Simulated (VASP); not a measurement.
Input of a VASP 6.6.1 run:

INCAR

```
SYSTEM = Te2Mo
PREC = Accurate
ENCUT = 520
EDIFF = 1E-8
ISMEAR = 0
SIGMA = 0.02
LREAL = .False.
LASPH = .True.
NELM = 60
ALGO = Normal
ISIF = 2
LWAVE = .False.
LCHARG = .False.
GGA = CA
LEPSILON = .True.
KPAR = 4
```

KPOINTS

```
Automatic mesh
0
Gamma
  10 10 2
  0 0 0
```

The input POSCAR:

```
Te2Mo
1.0
    3.5182000000      0.0000000000      0.0000000000
   -1.7591000000      3.0468505756      0.0000000000
    0.0000000000      0.0000000000     13.9736000000
Te Mo
4 2
Direct
    0.6666666667      0.3333333333      0.3790000000
    0.3333333333      0.6666666667      0.8790000000
    0.6666666667      0.3333333333      0.1210000000
    0.3333333333      0.6666666667      0.6210000000
    0.6666666667      0.3333333333      0.7500000000
    0.3333333333      0.6666666667      0.2500000000
```

Potentials or basis: VASP PAW LDA potentials, release 64 (Te, Mo_sv).

The run is started by

```bash
$ cat potpaw_LDA.64/Te/POTCAR potpaw_LDA.64/Mo_sv/POTCAR > POTCAR
$ mpirun -np 4 vasp_std > vasp.out
```

Question: What does it give for the electronic dielectric tensor (diagonal)?

Answer: 20.01, 20.01, 11.23.

Question: Predict the Born charges (mean of the diagonal).

Answer: Te +1.37; Mo -2.73 e.

Question: What does it give for the band gap on the k mesh?

Answer: 0.67 eV, indirect (least direct gap 1.15 eV).

Born effective charge tensors (e):
atom 1, Te
```
1.61 0.00 0.00
0.00 1.61 0.00
0.00 0.00 0.88
```
atom 2, Te
```
1.61 0.00 0.00
0.00 1.61 0.00
0.00 0.00 0.88
```
atom 3, Te
```
1.61 0.00 0.00
0.00 1.61 0.00
0.00 0.00 0.88
```
atom 4, Te
```
1.61 0.00 0.00
0.00 1.61 0.00
0.00 0.00 0.88
```
atom 5, Mo
```
-3.22  0.00  0.00
 0.00 -3.22  0.00
 0.00  0.00 -1.75
```
atom 6, Mo
```
-3.22  0.00  0.00
 0.00 -3.22  0.00
 0.00  0.00 -1.75
```

Caveat: the gap is small at this level, which inflates the dielectric constant; spin-orbit coupling is left out, which moves the levels of the heavy elements.

**Experimental background.**

From “Broadband infrared study of pressure-tunable Fano resonance and metallization transition in 2H-MoTe2”, 2022, pmc:9569381, for a bulk crystal of Te2Mo at 300 K: band gap 0.88 ± 0.05 eV (indirect).

Against the measured gap of Te2Mo, 0.88 eV (indirect; 300 K; quoted in “Broadband infrared study of pressure-tunable Fano resonance and metallization transition in 2H-MoTe2”, 2022, pmc:9569381), the calculated 0.67 eV is off by -0.21 eV. Spin-orbit coupling on Mo, Te is left out. The value is that of LDA on a finite k mesh, which can miss the band edges, without temperature or zero-point motion. Semilocal functionals fall short of measured gaps as a rule.
